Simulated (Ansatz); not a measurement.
# ZnS (F-43m) in Ansatz: notebook

The runs below take ZnS through band structure, with PBEsol.

Everything below comes from runs of Ansatz 0.2.0. Logs are shortened: lines on timing, memory, paths and dates and some standing lists are left out, and cuts for length are marked.

**Experimental background.**

“Electronic, vibrational, and thermodynamic properties of ZnS (zincblende and rocksalt structure)”, 2009, arxiv:0911.5022 quotes, for a bulk crystal of ZnS at 19 K: band gap 3.85 eV (direct).

How close the calculation comes is told below.

### Step 1. Starting point

It takes space group F-43m (No. 216, cubic). The conventional cell has a = 5.404 Å, b = 5.404 Å, c = 5.404 Å, α = 90.00°, β = 90.00°, γ = 90.00°. Zn (site symmetry -43m) is surrounded by 4 S at 2.34 Å. S (site symmetry -43m) is surrounded by 4 Zn at 2.34 Å.

### Step 2. Band structure, PBEsol

input.yaml

```yaml
crystal:
  lattice:
    - [0.0, 2.702, 2.702]
    - [2.702, 0.0, 2.702]
    - [2.702, 2.702, 0.0]
  atoms:
    - { symbol: Zn, position: [0.75, 0.75, 0.75] }
    - { symbol: S, position: [0.0, 0.0, 0.0] }
kpoints:
  mp_grid: { grid: [9, 9, 9] }
  band_path:
    path:
      - [0.0, 0.0, 0.0]
      - [0.5, 0.0, 0.5]
      - [0.5, 0.25, 0.75]
      - [0.375, 0.375, 0.75]
      - [0.0, 0.0, 0.0]
      - [0.5, 0.5, 0.5]
      - [0.625, 0.25, 0.625]
      - [0.5, 0.25, 0.75]
    npoints: 6
scf:
  occupations: { method: fermi_dirac, width: 0.05 }
hamiltonian:
  xc: pbesol
  pseudopotentials: { kind: all_electron, datasets: crystal }
output:
  forces: true
  stress: true
  eigenvalues: true
```

Potentials or basis: all-electron PAW datasets made for the crystal.

Run with:

```console
$ ansatz run input.yaml --threads 1 --pin off --max-ram 3072MiB --backend cpu --events-out ev --progress --plain --runs-dir out
```

Output:

```text
Warning: RAYON_NUM_THREADS=1 ignored (pool sized by the plan → 1); use --threads N
hamiltonian.pseudopotentials.datasets: crystal makes datasets for this crystal and solves the spheres of its atoms anew in each pass: cutoff 280.0 eV, the density's 1120.0 eV; for an error of 0.50 meV an atom under PBE, 1.0 meV for the cell; an energy difference from a run of another recipe may be off by several times the error for the cell, under r2SCAN by more, where some 0.1 meV an atom stays at smaller errors; S in spheres of 1.064 Å, 6 of its electrons in bands; Zn in spheres of 1.270 Å, 12 of its electrons in bands, 8 on its site; only band paths and densities of states list, in semicore columns, the levels of the semicore shells that are solved separately: 3s of Zn, 3p of Zn
Engine: ansatz 0.2.0, aarch64-unknown-linux-gnu
Pseudopotentials: kind: all_electron
Pseudopotential: Zn, paw, valence charge 20, recommended cutoff 280 eV (normal), crystal/all_electron/pbesol/scalar/gaussian/Zn, Koelling and Harmon's equation, gaussian nucleus
Pseudopotential: S, paw, valence charge 6, recommended cutoff 280 eV (normal), crystal/all_electron/pbesol/scalar/gaussian/S, Koelling and Harmon's equation, gaussian nucleus
Functional definition: PBEsol
  exchange = pbesol_x
  correlation = pbesol_c
Crystal: 2 atoms, lattice volume = 39.454 Å³
Basis set: ecut = 280 eV, 411 PW (Γ), exchange–correlation on 48×48×48 points (8 copies of the dense FFT grid, shifted against one another)
Bands: 13, of which v1, the nominal top of the filled ones, is band 9 counted from 1 (8 counted from 0)
Symmetry: 24 space group operations
Space group: F-43m (ITA 216), of the structure as read, at distance tolerance 3.4e-5 Å
k-points: 35 of 729 (time reversal used)
Non-local potential: Zn, projectors of the file, l = 0: 1, l = 1: 1, l = 2: 2
Non-local potential: S, projectors of the file, l = 0: 1, l = 1: 1, l = 2: 2
PAW form: soft (Blöchl's): semilocal exchange-correlation on the pseudo side does not see the compensation charge
PAW one-centre angular grid: Zn, 590 points (default); XC on its mesh's 1897 points in the sphere
PAW one-centre angular grid: S, 110 points (default); XC on its mesh's 1903 points in the sphere
Initial density: superposition of atomic densities (neutral atoms: chi_scale 0, normalization atom)
Initial wavefunctions: pseudopotential atomic-orbital guess
Functional: x = pbesol(κ = 0.804, μ = 0.12345679012345678), c = pbesol(β = 0.046)
iter 1 solved again at ethr=6.56e-3 eV; its pass at ethr=1.00e-1 eV (dr2=1.18e0 eV) is discarded
SCF iter   1: F=—  HF=-59682.380383 eV  |F-HF|=—  |Δ(HF+E_count)|=         —  Δρ=4.25e-2  dr2=1.15e0  ethr=6.56e-3  ⟨swp⟩=2.0  Hψ=2525  notcnv=0
preconditioner: auto → none  [insulator: Δε(μ)=2.182 eV  Ē_g=11.480 eV  σ=0.050 eV  W_gap=1.00  n_scr=14 (ndim 8)  ℏωp=25.1 eV  f_vac=0.000  D(μ)=0.00/eV (n_scr^D=0)  ε∞_Penn≈5.8]
iter 2 solved again at ethr=4.80e-4 eV; its pass at ethr=6.40e-3 eV (dr2=8.64e-2 eV) is discarded
SCF iter   2: F=—  HF=-59682.113927 eV  |F-HF|=—  |Δ(HF+E_count)|=   2.66e-1  Δρ=1.79e-2  dr2=8.72e-2  ethr=4.80e-4  ⟨swp⟩=2.0  Hψ=2112  notcnv=0
SCF iter   3: F=—  HF=-59682.073841 eV  |F-HF|=—  |Δ(HF+E_count)|=   4.01e-2  Δρ=9.57e-3  dr2=2.95e-2  ethr=4.80e-4  ⟨swp⟩=3.0  Hψ=1324  notcnv=0
SCF iter   4: F=—  HF=-59682.067762 eV  |F-HF|=—  |Δ(HF+E_count)|=   6.08e-3  Δρ=4.15e-3  dr2=7.25e-3  ethr=1.64e-4  ⟨swp⟩=3.0  Hψ=1343  notcnv=0
SCF iter   5: F=—  HF=-59682.064848 eV  |F-HF|=—  |Δ(HF+E_count)|=   2.91e-3  Δρ=1.12e-3  dr2=4.75e-4  ethr=4.03e-5  ⟨swp⟩=2.4  Hψ=788  notcnv=0
SCF iter   6: F=—  HF=-59682.066023 eV  |F-HF|=—  |Δ(HF+E_count)|=   1.17e-3  Δρ=2.27e-4  dr2=1.18e-5  ethr=2.64e-6  ⟨swp⟩=3.0  Hψ=1292  notcnv=0
SCF iter   7: F=—  HF=-59682.066023 eV  |F-HF|=—  |Δ(HF+E_count)|=   4.66e-8  Δρ=5.34e-5  dr2=7.24e-7  ethr=6.56e-8  ⟨swp⟩=3.0  Hψ=1051  notcnv=0
SCF iter   8: F=—  HF=-59682.066022 eV  |F-HF|=—  |Δ(HF+E_count)|=   2.47e-7  Δρ=1.14e-5  dr2=2.64e-8  ethr=4.02e-9  ⟨swp⟩=3.0  Hψ=973  notcnv=0
SCF iter   9: F=-59682.066022 eV  HF=-59682.066022 eV  |F-HF|=4.70e-9  |Δ(HF+E_count)|=  6.69e-10  Δρ=2.46e-6  dr2=1.51e-9  ethr=1.47e-10  ⟨swp⟩=3.0  Hψ=971  notcnv=0
SCF 1 converged in 9 iterations: F = -59682.066020 eV  dr2 = 1.51e-9
  Residual-converged pass: ⟨swp⟩=2.9  Hψ=821  notcnv=0  max |occ|·‖R‖ = 5.1e-6 eV (tolerance 5.3e-6 eV)  dr2=1.53e-9  dr2_onsite=8.11e-9  max |Δocc| = 5.7e-15
NSCF: frozen V_eff on 43 k-points
SCF converged after 9 iterations
Free energy (F): -59682.066020 eV
Harris-Foulkes:  -59682.066020 eV  (|F-HF|=4.70e-9)
Internal energy: -59682.066020 eV  (E = F + TS)
E sigma→0 (E₀):  -59682.066020 eV
Past the cutoff: the bands carry plane waves up to 1.75 times it, of which those up to 1.5 times it add -0.000271 eV an atom, each by itself; the spheres take 0.000321 eV an atom off the energy for waves past 1.75 times it
By the cutoff:   a pressure is off by up to 0.008 GPa (1.2 times the spheres' own share and the shells' term, over an atom's volume, and 0.004 GPa: a bound that held against runs at twice the plane waves)
Past the cutoffs: a stress includes 0.0023 GPa for waves and charges beyond them, in addition to the slope of what the spheres take
In the spheres:  the bands' charges fall short by 2.8e-6 e at most (sound up to 1e-3), those of shells solved beside the bands by 2.2e-8 e (sound up to 5e-4)
Fermi energy:    8.241473 eV
--- Per-component energies (eV) ---
  E_band       = 30.207642
  E_kinetic    = 179.994501
  E_local      = -4101.768787  (includes V_loc(G=0)·N_el)
  E_nonlocal   = -106.508513
  E_hartree    = 2015.882195
  E_xc         = -100.523461
  E_vxc        = -129.078764  (∫ρ·V_xc dr)
  E_paw        = -62468.464908  (= ΣΔE_a)
  E_vpaw       = -7663.238509  (= ΣTr[D̂ρ^β])
  E_ewald      = -2919.717972
  E_smearing   = -0.000000  (= −TS)
  E_closure    = 7819.040924  (closes the sum)
  Σ components = -59682.066020   (vs F -59682.066020, Δ=0.00e0)
  The terms above E_closure are by the made datasets' own strengths, without shells solved beside the bands.
--- Forces (eV/Å), atoms counted from 1 ---
  atom   1  Zn     0.00000000    -0.00000000    -0.00000000
  atom   2  S     -0.00000000     0.00000000    -0.00000000
  max |Σ_I F_I| component: 8.79e-17 eV/Å
--- Stress (GPa, compression-positive) ---
       -1.968662       0.000000      -0.000000
        0.000000      -1.968662       0.000000
       -0.000000       0.000000      -1.968662
  P = ⅓ Tr σ = -1.9687 GPa (-19.687 kbar)
  It holds what live shells' own plane waves past their cutoff add
--- Band table (eV; the first three rows and the last of 35) ---
  k-point 0: bands = ["-5.9378", "0.8408", "0.8408", "0.8408", "1.3396", "1.3396", "7.2134", "7.2134", "7.2134", "9.1893", "13.4902"]
  k-point 1: bands = ["-5.8435", "0.8399", "0.8577", "0.8577", "1.3381", "1.3381", "6.2560", "7.0932", "7.0932", "9.9161", "13.3869"]
  k-point 2: bands = ["-5.5886", "0.8652", "0.8974", "0.8974", "1.3391", "1.3391", "4.7201", "6.8150", "6.8150", "10.5363", "13.7687"]
  k-point 34: bands = ["-4.6942", "0.9664", "1.1014", "1.2631", "1.3259", "1.6922", "2.6154", "4.2714", "4.8040", "12.6536", "13.0557"]
```

bands.tsv:

```text
# k_distance	band_0	band_1	band_2	band_3	band_4	band_5	band_6	band_7	band_8	band_9	band_10	band_11	band_12	semicore_0	semicore_1	semicore_2	semicore_3
# fermi_ev = 8.241473
# lock_threshold_ev = 1e-6
[... 15 lines left out ...]
0.775128	-13.279857	-7.456796	-7.163839	-7.163839	-6.914291	-6.844970	-4.543448	-2.793967	-2.793967	2.738473	3.347712	8.199435	8.650483	-125.582034	-79.912363	-79.912285	-79.912285
0.968910	-13.017888	-7.444626	-7.087673	-7.087673	-6.831080	-6.798714	-5.288708	-3.147439	-3.147439	2.343850	3.054852	9.242225	9.977775	-125.582033	-79.912396	-79.912299	-79.912299
[... 35 lines left out ...]
5.449814	-12.912869	-7.275102	-7.121175	-6.971009	-6.929086	-6.503421	-5.662204	-3.918246	-3.652014	4.403340	4.916641	6.741564	7.177271	-125.582031	-79.912368	-79.912343	-79.912303
5.518326	-12.910184	-7.272222	-7.119280	-6.962567	-6.939940	-6.497233	-5.662170	-3.824741	-3.783676	4.524325	4.951623	6.701348	7.010547	-125.582029	-79.912366	-79.912345	-79.912304
```

Run time: 24 s. Hardware: 1 thread of Arm Neoverse N1, shared host; peak memory 0.46 GiB.

What came out:

- Free energy: -59682.0660 eV
- Pressure: -2.0 GPa
- Band gap on the k mesh: 1.98 eV, direct
- Band gap along the path: 1.98 eV, direct

Levels at the corners of the path, in eV from the valence-band top:
| point | band 6 | band 7 | band 8 | band 9 | band 10 | band 11 | band 12 | band 13 |
| --- | --- | --- | --- | --- | --- | --- | --- | --- |
| Γ | -5.87 | 0.00 | 0.00 | 0.00 | 1.98 | 6.28 | 6.28 | 6.28 |
| X | -5.66 | -4.60 | -2.25 | -2.25 | 3.23 | 3.96 | 10.81 | 11.84 |
| W | -5.47 | -4.63 | -2.80 | -2.76 | 5.55 | 5.98 | 7.73 | 8.04 |
| K | -5.52 | -4.67 | -3.16 | -1.83 | 3.98 | 5.86 | 9.21 | 9.65 |
| Γ | -5.87 | 0.00 | 0.00 | 0.00 | 1.98 | 6.28 | 6.28 | 6.28 |
| L | -5.67 | -5.36 | -0.88 | -0.88 | 3.19 | 6.80 | 6.80 | 8.69 |
| U | -5.52 | -4.67 | -3.16 | -1.83 | 3.98 | 5.86 | 9.21 | 9.65 |
| W | -5.47 | -4.63 | -2.80 | -2.76 | 5.55 | 5.98 | 7.73 | 8.04 |

### Step 3. Band structure, PBEsol

Changes to input.yaml since step 2:

```diff
@@ -25,3 +25,6 @@
   xc: pbesol
-  pseudopotentials: { kind: all_electron, datasets: crystal }
+  pseudopotentials:
+    kind: all_electron
+    lapw: { basis_error: 0.001 }
+    dirac_shells: { S: ["2p"], Zn: ["2p"] }
 output:
```

Potentials or basis: all-electron LAPW, inner shells corrected to Dirac's equation.

Run with:

```console
$ ansatz run input.yaml --threads 1 --pin off --max-ram 3072MiB --backend cpu --events-out ev --progress --plain --runs-dir out
```

Run time: 26 s. Hardware: 1 thread of Arm Neoverse N1, shared host; peak memory 0.27 GiB.

It converged, with:

| Item | Value |
| --- | --- |
| Free energy | -59683.6458 eV |
| Pressure | -2.0 GPa |
| Band gap on the k mesh | 1.98 eV, direct |
| Band gap along the path | 1.98 eV, direct |

Levels at the corners of the path, in eV from the valence-band top:
| point | band 14 | band 15 | band 16 | band 17 | band 18 | band 19 | band 20 | band 21 |
| --- | --- | --- | --- | --- | --- | --- | --- | --- |
| Γ | -5.87 | 0.00 | 0.00 | 0.00 | 1.98 | 6.28 | 6.28 | 6.28 |
| X | -5.66 | -4.60 | -2.25 | -2.25 | 3.23 | 3.96 | 10.81 | 11.84 |
| W | -5.47 | -4.63 | -2.80 | -2.76 | 5.55 | 5.98 | 7.73 | 8.04 |
| K | -5.52 | -4.67 | -3.16 | -1.83 | 3.98 | 5.86 | 9.21 | 9.65 |
| Γ | -5.87 | 0.00 | 0.00 | 0.00 | 1.98 | 6.28 | 6.28 | 6.28 |
| L | -5.67 | -5.36 | -0.88 | -0.88 | 3.19 | 6.80 | 6.80 | 8.69 |
| U | -5.52 | -4.67 | -3.16 | -1.83 | 3.98 | 5.86 | 9.21 | 9.65 |
| W | -5.47 | -4.63 | -2.80 | -2.76 | 5.55 | 5.98 | 7.73 | 8.04 |

### Step 4. Against experiment

Step 2. A measured gap of ZnS is 3.85 eV (direct; 19 K; quoted in “Electronic, vibrational, and thermodynamic properties of ZnS (zincblende and rocksalt structure)”, 2009, arxiv:0911.5022); the calculated 1.98 eV misses it by -1.87 eV. The value is that of PBEsol, without temperature or zero-point motion. Semilocal functionals fall short of measured gaps as a rule.

Step 3. Measured gap of ZnS: 3.85 eV (direct; 19 K; quoted in “Electronic, vibrational, and thermodynamic properties of ZnS (zincblende and rocksalt structure)”, 2009, arxiv:0911.5022). This calculation gives 1.98 eV (-1.87 eV). The value is that of PBEsol, without temperature or zero-point motion. Semilocal functionals fall short of measured gaps as a rule.
